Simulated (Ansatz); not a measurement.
## Ru2Al3: changing the pressure

The cell as given:

```
Ru Al
1.0
    -1.53890    1.53890    7.14310
     1.53890   -1.53890    7.14310
     1.53890    1.53890   -7.14310
Ru Al
2 3
Direct
  0.39413 0.39413 0.00000
  0.60587 0.60587 0.00000
  0.19382 0.19382 0.00000
  0.80618 0.80618 0.00000
  0.00000 0.00000 0.00000
```

The cell comes from a database or a generator and needn't be the stable form of this composition.

Kept alike: task relaxation of cell and atoms; functional PBEsol; k mesh 12 × 12 × 12; occupations fermi-dirac, width 0.05 eV; no spin polarisation. Program: Ansatz, Ansatz PAW, cutoff 420 eV. The mesh is that of the run's cell of 5 atoms. No spin-orbit coupling.

```csv
"pressure, P (GPa)",volume (Å³/atom)
0,13.462
2,13.325
5,13.133
10,12.839
20,12.343
30,11.930
```

The relaxations keep at least the cell's symmetry (I4/mmm). For a metal such a mesh leaves the last digits unconverged. The runs follow the start's structure, whether or not it is the stable one at these pressures. P is the pressure aimed at, which the runs meet within some hundredths to tenths of a GPa. All rows use potentials made for PBE.

What does the pressure change here?

The volume falls from 13.462 to 11.930 Å³/atom between 0 and 30 GPa. The volume falls ever more slowly, since the solid stiffens under load. At the pressures aimed at, which the runs meet within some tenths of a GPa, the step from 0 to 5 GPa gives a mean bulk modulus near 202 GPa, the last step 294 GPa.
